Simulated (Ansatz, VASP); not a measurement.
Two plane-wave programs on LiF

```
Li F
1.0
     0.00000    2.01400    2.01400
     2.01400    0.00000    2.01400
     2.01400    2.01400    0.00000
Li F
1 1
Direct
  0.96928 0.00000 0.00000
  0.50000 0.50000 0.50000
```

Change from the starting cell: all Li atoms moved +0.087 Å, as atom 1 towards its neighbour atom 1 (Li) at 2.848 Å.

Alike in both runs: task single point; functional PBEsol; k mesh 10 × 10 × 10; occupations gaussian, width 0.05 eV; no spin polarisation.

|  | VASP | Ansatz |
| --- | --- | --- |
| version | VASP 6.6.1 | Ansatz 0.2.0 |
| potentials or method | VASP PAW PBE potentials, release 64 (Li_sv, F) | scalar-relativistic, plane waves, PAW |
| plane-wave cutoff (eV) | 520 | 420 |
| valence electrons in the cell | 10 | 10 |

```tsv
	VASP	Ansatz	Ansatz less VASP
gap on the k mesh at the Fermi level (eV)	8.90	8.90	+0.001
least direct gap on the mesh (eV)	8.90	8.90	+0.001
rms of the force components (eV/Å)	0.086	0.079	-0.0067
```

Atom by atom the forces differ by 0.007 eV/Å (rms over components). The functional is the same, so the differences come from potentials, cutoffs and numerics.

Caveats: the PAW data sets were made with another functional, which shifts forces and pressure a little (VASP). A k mesh can miss the band edges.
